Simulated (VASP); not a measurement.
# CdTe (F-43m) in VASP: notebook, part 2 of 2

VASP 6.6.1. The steps go on from the part before.

**4. Relaxation of cell and atoms, PBE+D4, target pressure 5 GPa, at which the enthalpy is minimised**

This run uses another cell than the first one, of 32.92 Å³/atom.

The input, INCAR:

```
ALGO     = Normal         # electronic algorithm
EDIFF    = 1E-7           # SCF threshold, eV
EDIFFG   = -0.01          # ionic threshold
ENCUT    = 500            # plane-wave cutoff, eV
GGA      = PE             # functional
GGA_COMPAT= F            
IBRION   = 2              # ionic algorithm
ISIF     = 3              # what is computed and relaxed
ISMEAR   = 0              # smearing method
IVDW     = 13             # dispersion correction
LASPH    = T              # aspherical terms in the spheres
LCHARG   = F              # write CHGCAR
LREAL    = F              # projectors in reciprocal space
LWAVE    = F              # write WAVECAR
NELM     = 120            # most SCF steps
NELMIN   = 4            
NSW      = 100            # ionic steps
PREC     = Accurate       # precision mode
PSTRESS  = 50.0         
SIGMA    = 0.01           # smearing width, eV
```

The input, KPOINTS:

```
k-points
0
Gamma
  5 5 5
```

The input, POSCAR:

```
CdTe
1.0
    0.0000000000      3.2050000000      3.2050000000
    3.2050000000      0.0000000000      3.2050000000
    3.2050000000      3.2050000000      0.0000000000
Cd Te
1 1
Direct
    0.0000000000      0.0000000000      0.0000000000
    0.2500000000      0.2500000000      0.2500000000
```

Potentials or basis: VASP PAW PBE potentials, release 64 (Cd, Te).

Run with:

```console
$ cat potpaw_PBE.64/Cd/POTCAR potpaw_PBE.64/Te/POTCAR > POTCAR
$ mpirun -np 1 vasp_std > vasp.out
```

OUTCAR:

```text
EDIFF = 1E-7
   EDIFFG = -0.01
   ENCUT = 500
   GGA = PE
   IBRION = 2
   ISIF = 3
   ISMEAR = 0
   IVDW = 13
   LASPH = T
   LREAL = F
   NELM = 120
   NELMIN = 4
   NSW = 100
   PREC = Accurate
   PSTRESS = 50.0

 ion  position               nearest neighbor table
   1  0.000  0.000  0.000-   2 2.78   2 2.78   2 2.78   2 2.78
   2  0.250  0.250  0.250-   1 2.78   1 2.78   1 2.78   1 2.78

  LATTYP: Found a face centered cubic cell.
 ALAT       =     6.4100000000

  Lattice vectors:

 A1 = (   0.0000000000,   3.2050000000,   3.2050000000)
 A2 = (   3.2050000000,   0.0000000000,   3.2050000000)
 A3 = (   3.2050000000,   3.2050000000,   0.0000000000)

Analysis of symmetry for initial positions (statically):
[... 157 lines left out ...]
  ---------------------------------------------------
  free energy    TOTEN  =        -4.70789936 eV

  energy without entropy =       -4.70789936  energy(sigma->0) =       -4.70789936

------------------------ aborting loop because EDIFF is reached ----------------------------------------

  DFT-D4 for vdW energy calculation

  Edisp (eV):   -0.73878
[... 75 lines left out ...]
--------------------------------------- Ionic step        3  -------------------------------------------

 number of electron      18.0000005 magnetization

 Free energy of the ion-electron system (eV)
  ---------------------------------------------------
  ext. energy  EPLUGINS =         0.00000000
  ---------------------------------------------------
  free energy    TOTEN  =        -4.60343790 eV

  energy without entropy =       -4.60343790  energy(sigma->0) =       -4.60343790

 E-fermi :   3.1796     XC(G=0):  -8.9306

 val. band max:        3.1053749670   @ k =   0.0000   0.0000   0.0000
 cond. band min:       4.1160211917   @ k =   0.0000   0.0000   0.0000
 fundamental gap:      1.0106462247
 Fermi energy:         3.1796313257

 k-point     1 :       0.0000    0.0000    0.0000
  band No.  band energies     occupation
      1      -8.5476      2.00000
      2      -5.4963      2.00000
      3      -5.4963      2.00000
      4      -5.4963      2.00000
      5      -5.1742      2.00000
      6      -5.1742      2.00000
      7       3.1054      2.00000
      8       3.1054      2.00000
      9       3.1054      2.00000
     10       4.1160      0.00000
     11       7.6339      0.00000
     12       7.6339      0.00000
     13       7.6339      0.00000
[... 179 lines left out ...]
  energy  without entropy=       -5.3805289409  energy(sigma->0) =       -5.38052894

  enthalpy is  TOTEN    =        -3.4161160591 eV   P V=        1.9644128818

 reached required accuracy - stopping structural energy minimisation
```

OSZICAR:

```text
N       E                     dE             d eps       ncg     rms          rms(c)
DAV:   1     0.969068102166E+02    0.96907E+02   -0.83254E+03   268   0.117E+03
DAV:   2    -0.109168832717E+01   -0.97998E+02   -0.94377E+02   285   0.273E+02
DAV:   3    -0.490288602026E+01   -0.38112E+01   -0.38020E+01   320   0.550E+01
[... 32 lines left out ...]
DAV:   6    -0.460343890631E+01   -0.14010E-05   -0.10618E-04   283   0.101E-01    0.332E-02
DAV:   7    -0.460343604586E+01    0.28605E-05   -0.31235E-05   295   0.803E-02    0.752E-03
DAV:   8    -0.460343772736E+01   -0.16815E-05   -0.37377E-06   275   0.246E-02    0.465E-03
DAV:   9    -0.460343793523E+01   -0.20787E-06   -0.10074E-06   280   0.101E-02    0.151E-03
DAV:  10    -0.460343789652E+01    0.38709E-07   -0.91269E-08   185   0.479E-03
   3 F= -.34161161E+01 E0= -.34161161E+01  d E =-.242586E-01
```

CONTCAR:

```text
CdTe
   1.00000000000000
    -0.0000000000000000    3.1572898390156343    3.1572898390156343
     3.1572898390156343    0.0000000000000000    3.1572898390156343
     3.1572898390156343    3.1572898390156343    0.0000000000000000
  Cd              Te
     1     1
Direct
     0.0000000000000000    0.0000000000000000    0.0000000000000000
     0.2500000000000000    0.2500000000000000    0.2500000000000000

  0.00000000E+00  0.00000000E+00  0.00000000E+00
  0.00000000E+00  0.00000000E+00  0.00000000E+00
```

Wall time 61 s (1 thread of Intel Xeon 8259CL, shared host); peak memory 0.21 GiB.

What came out:

| Quantity | Value |
| --- | --- |
| Free energy | -5.3805 eV |
| Relaxed volume | 31.47 Å³/atom |
| Relaxed cell | a = 4.465 Å, b = 4.465 Å, c = 4.465 Å, α = 60.00°, β = 60.00°, γ = 60.00° |
| Space group after relaxing (to 0.1 Å) | F-43m (No. 216) |
| Energy change on relaxing (the run minimises the enthalpy) | +33.1 meV/atom |
| Ionic steps | 3 |
| Pressure after relaxing | 5.0 GPa |
| Band gap on the k mesh | 1.01 eV |
| Dispersion energy per atom | -0.389 eV |

Step by step:
```csv
step,energy change (eV),largest force (eV/Å),pressure (GPa),volume (Å³)
1,0.0000,0.0000,2.43,65.84
2,0.1423,0.0000,7.18,60.93
3,0.0661,0.0000,5.00,62.95
```

Final structure:
```
Cd Te
1.0
     0.00000    3.15729    3.15729
     3.15729    0.00000    3.15729
     3.15729    3.15729    0.00000
Cd Te
1 1
Direct
  0.00000 0.00000 0.00000
  0.25000 0.25000 0.25000
```

Levels at points of the mesh, in eV from the valence-band top:
```csv
k point,band 5,band 6,band 7,band 8,band 9,band 10,band 11,band 12,band 13
"(0.00, 0.00, 0.00)",-8.28,-8.28,0.00,0.00,0.00,1.01,4.53,4.53,4.53
```

Caveat: the cell is relaxed towards a set pressure, so the run minimises the enthalpy, not the energy; spin-orbit coupling is left out, which moves the levels of the heavy elements. PBE gaps usually lie below the measured ones, often by a third to a half.

**5. The runs side by side**

```tsv
task	cell	gap on the mesh (eV)	pressure (GPa)
single point	a = 4.609 Å, angles 60.0°, 2 atoms	0.71	0.1
relaxation of cell and atoms	relaxed from a = 4.533 Å, angles 60.0°, 2 atoms	0.71	0.0
relaxation of cell and atoms	relaxed to 5 GPa from a = 4.533 Å, angles 60.0°, 2 atoms	1.01	5.0
```

Alike in all rows: level PBE+D4; potentials or basis VASP PAW PBE potentials, release 64 (Cd, Te); no spin polarisation; k mesh 5 × 5 × 5; cutoff (eV) 500; smearing gaussian 0.01 eV.

Caveats: spin-orbit coupling is left out, which moves the levels of the heavy elements; the cell is relaxed towards a set pressure, so the run minimises the enthalpy, not the energy (at least some runs).

Absolute energies hang on the potentials; compare differences alone.

**6. How close it comes**

Step 2. Measured gap of CdTe: 1.607 eV (0 K; a printed reference work, data compilation). This calculation gives 0.71 eV (-0.89 eV). Spin-orbit coupling on Cd, Te is left out. The value is that of PBE+D4, without temperature or zero-point motion. Semilocal functionals fall short of measured gaps as a rule.
